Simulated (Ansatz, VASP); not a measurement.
SrTiO3 (Tausonite): VASP beside Ansatz

```
Sr Ti O
1.0
     3.93640    0.00000    0.00000
     0.00000    3.93640    0.00000
     0.00000    0.00000    3.93640
Sr Ti O
1 1 3
Direct
  0.50000 0.50000 0.50000
  0.00000 0.00000 0.00000
  0.50000 0.00000 0.00000
  0.00000 0.50000 0.00000
  0.00000 0.00000 0.50000
```

Alike in both runs: functional PBE; k mesh 8 × 8 × 8; occupations gaussian, width 0.02 eV; no spin polarisation.

Ansatz relaxed the structure, and its values are those at the end. VASP's run is a single point on that final structure, the one shown.

```csv
,VASP,Ansatz
version,VASP 6.6.1,Ansatz 0.2.0
potentials or method,"VASP PAW PBE potentials, release 64 (Sr_sv, Ti_sv, O)","scalar-relativistic, plane waves, PAW"
plane-wave cutoff (eV),520,420
valence electrons in the cell,40,40
```

```tsv
	VASP	Ansatz	Ansatz less VASP
gap on the k mesh at the Fermi level (eV)	1.81	1.84	+0.032
least direct gap on the mesh (eV)	2.18	2.20	+0.022
pressure (GPa)	0.6	0.0	-0.63
```

With one functional, cell and mesh, what is left measures potentials, basis and numerics.

A k mesh can miss the band edges. Expect the measured gap to be larger: semilocal functionals such as PBE lack the derivative discontinuity.
